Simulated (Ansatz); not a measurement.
## Ag, one cell by several methods

```
Ag
1.0
     2.88620    0.00000    0.00000
    -1.44310    2.49952    0.00000
     0.00000    0.00000   10.10000
Ag
4
Direct
  0.33333 0.66667 0.25000
  0.66667 0.33333 0.75000
  0.00000 0.00000 0.00000
  0.00000 0.00000 0.50000
```

Atom numbers follow the list: Ag1, Ag2, Ag3, Ag4.

The conventional cell has a = 2.886 Å, b = 2.886 Å, c = 10.100 Å, α = 90.00°, β = 90.00°, γ = 120.00°. Ag (atom 1) has 12 Ag at 2.89 to 3.03 Å as nearest neighbours. Around Ag (atom 3) lie 12 Ag at 2.89 to 3.03 Å.

The geometry is COD entry 1509194, unchecked; take it as a test cell. The listed cell was then made from it by scaling, straining or moving an atom.

All numbers are computed: DFT, PBE, PAW with Ansatz's default frozen-core files, scalar-relativistic (Ansatz 0.2.0); DFT, PBE, all-electron PAW with datasets made for the crystal, scalar-relativistic (Ansatz 0.2.0); DFT, PBE, all-electron LAPW, scalar-relativistic (Ansatz 0.2.0).

For PAW: a Γ-centred 14×14×4 k mesh, Fermi–Dirac smearing of 0.08 eV, cutoff 420 eV, no spin polarisation. The crystal-made all-electron datasets (AE datasets) take a cutoff of 260 eV at this cell. LAPW targets a basis error of 0.5 meV/atom. The Ansatz runs share mesh, smearing and spin set-up. Plane-wave (PAW) pressures include the program's estimate of the Pulay term.

Stress and pressure are positive in compression.

No spin–orbit coupling: at heavy atoms the gradients can be off by tens of per cent for that reason.

In a metal, gradients converge slowly with the k mesh: the values move by tens of per cent from one mesh to another, at times in sign, so only the comparison on one mesh counts.

| quantity | PAW | AE datasets | LAPW |
| --- | --- | --- | --- |
| pressure (GPa) | -1.07 | -1.08 | -1.08 |
| stress xx (GPa) | 0.77 | 0.76 | 0.75 |
| stress zz (GPa) | -4.75 | -4.75 | -4.75 |
| field gradient Vzz at Ag1 (10²¹ V/m²) | 0.59 | 0.59 | – |
| field gradient Vzz at Ag3 (10²¹ V/m²) | 0.50 | 0.50 | – |

PAW's pressure differs from the LAPW value by about 0.01 GPa or less.
